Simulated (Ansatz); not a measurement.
# Sc3Hg (Pm-3m): scan of one input key

A script is to give a scan of one input key; the system is Sc3Hg (Pm-3m).

All numbers are computed with Ansatz 0.2.0 through its Python package. Level of theory: DFT LDA, plane waves, PAW.

## (1) The system

The structure is cubic, space group Pm-3m (No. 221). The conventional cell has a = 4.465 Å, b = 4.465 Å, c = 4.465 Å, α = 90.00°, β = 90.00°, γ = 90.00°. Sc (site symmetry 4/mmm) is surrounded by 8 Sc at 3.16 Å and 4 Hg at 3.16 Å. Hg (site symmetry m-3m) has 12 Sc at 3.16 Å as nearest neighbours.

The script holds or builds the structure itself.

## (2) The code

edit.py reads:

```python
from dataclasses import dataclass
import warnings

import ansatz as az


@dataclass
class RunConfig:
    occupations: str = 'gaussian'


cfg = RunConfig()

warnings.simplefilter('ignore', az.DeckWarning)

crystal = (
    az.Lattice.of((4.464651, 0.0, 0.0), (0.0, 4.464651, 0.0), (0.0, 0.0, 4.464651))
    .atom('Sc', (0.0, 0.5, 0.5))
    .atom('Sc', (0.5, 0.0, 0.5))
    .atom('Sc', (0.5, 0.5, 0.0))
    .atom('Hg', (0.0, 0.0, 0.0))
)

base = (
    crystal.calculation()
    .mixing('broyden', preconditioner='kerker_dos')
    .kpoints(3, center='gamma')
    .functional(az.Functional.LDA)
    .occupations(cfg.occupations)
    .band_table()
)
typed = base.input()
rows = []
for value in [2, 5, 10]:
    edited = typed.set(az.key.scf.mixing.ndim, value)
    rep = az.Session.from_dict(edited).plan().execute().report
    rows.append((value, rep['free_energy_ev'], rep['n_iterations'], len(rep['eigenvalues_ev'][0]) if 'eigenvalues_ev' in rep else 0))
lines = [','.join(['history', 'F eV', 'iterations', 'bands listed'])] + [','.join(f'{v:.4f}' if isinstance(v, float) else str(v) for v in row) for row in rows]
print('\n'.join(lines))
with open('edit.csv', 'w') as handle:
    handle.write('\n'.join(lines) + '\n')
```

## (3) The run

The run is started by

```console
$ python edit.py
```

Q: Predict the main results. Wanted: last run but one, from the last.

The runs gave:

```
                              quantity           value
                         runs compared               3
       last run but one, from the last  -0.00 meV/atom
within 5 meV/atom of the last run from               2
```

In words: This key steers the way to self-consistency, not the converged energy. Notes:
- Spin is left out of this run.
- For a metal this mesh is coarse.
- Spin-orbit coupling, which matters for elements this heavy, is left out.
- The structure comes from a database of computed cells and needn't be a stable or known phase.
